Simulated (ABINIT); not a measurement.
The system is NaF (Villiaumite).

```
Na F
1.0
     0.00000    2.32000    2.32000
     2.32000    0.00000    2.32000
     2.32000    2.32000    0.00000
Na F
1 1
Direct
  0.00000 0.00000 0.00000
  0.50000 0.50000 0.50000
```

Base run:

- Program: ABINIT 10.8.3 (patched build)
- Functional: HSE06
- Potentials or basis: SG15 NC PBE v1.2
- Cutoff: 952 eV
- k mesh: 6 × 6 × 6
- Occupations: fixed
- Spin: no spin polarisation

Its results: band gap on the k mesh 8.41 eV, direct; pressure -0.7 GPa.

**Question.** The run is repeated on the same cell with these changes: functional from HSE06 to PBE. What comes out?

**Answer.** Band gap on the k mesh 6.33 eV, direct; pressure 1.1 GPa.

HSE06 gives the wider gap, since exact exchange removes part of the self-interaction.

Caveats: Libxc's HSE differs a little from that of other programs (some runs); the potentials were made for another functional, which shifts forces and pressure (some runs).

A k mesh can miss the band edges.

Not every run made on this cell is shown here.
